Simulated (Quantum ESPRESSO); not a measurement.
PbO (Litharge): single point with PBE

Crystal: PbO (Litharge).

```
Pb O
1.0
     3.99000    0.00000    0.00000
     0.00000    3.99000    0.00000
     0.00000    0.00000    5.01000
Pb O
2 2
Direct
  0.50251 0.00029 0.76407
  0.98947 0.50782 0.24743
  0.49476 0.50656 0.99778
  0.99373 0.01242 0.00824
```

The cell isn't the ideal one: atoms moved at random, drawn with an rms of 0.05 Å.

```json
{
  "Program": "Quantum ESPRESSO 7.5",
  "Task": "single point",
  "Functional": "PBE",
  "Potentials or basis": "SSSP 1.3 efficiency PBE",
  "Cutoff": "748 eV",
  "Density cutoff": "5987 eV",
  "k mesh": "7 × 7 × 6",
  "Occupations": "fermi-dirac, width 0.05 eV",
  "Spin": "no spin polarisation"
}
```

```yaml
Pressure: 3.0 GPa
Largest_force: 0.290 eV/Å
Band_gap_on_the_k_mesh: 1.36 eV, indirect (least direct gap 2.29 eV)
```

Forces in eV/Å, atoms in the order of the input:
```
Pb  -0.174  0.154 -0.079
Pb   0.121  0.023 -0.149
O   -0.054 -0.016  0.284
O    0.108 -0.161 -0.056
```

Stress tensor (GPa, compression positive):
```
 2.72 -0.01  0.59
-0.01  4.27 -0.20
 0.59 -0.20  1.95
```

Levels at points of the mesh, in eV from the valence-band top:
```csv
k point,band 16,band 17,band 18,band 19,band 20,band 21,band 22,band 23,band 24,band 25
"(0.00, 0.00, 0.00)",-4.09,-1.64,-1.56,-1.46,0.00,2.42,5.46,5.49,5.68,6.54
"(0.00, 0.00, -0.50)",-3.92,-1.68,-1.59,-1.49,-0.94,2.06,3.84,3.98,4.24,8.51
```

It took 4.5 min on 1 thread of Arm Neoverse V2, with other jobs on the host, peak memory 0.55 GiB.

Caveat: spin-orbit coupling is left out, which as a rule narrows the gap of such compounds by several tenths of an eV; an odd mesh through Γ misses points on the zone boundary, where band edges often lie.
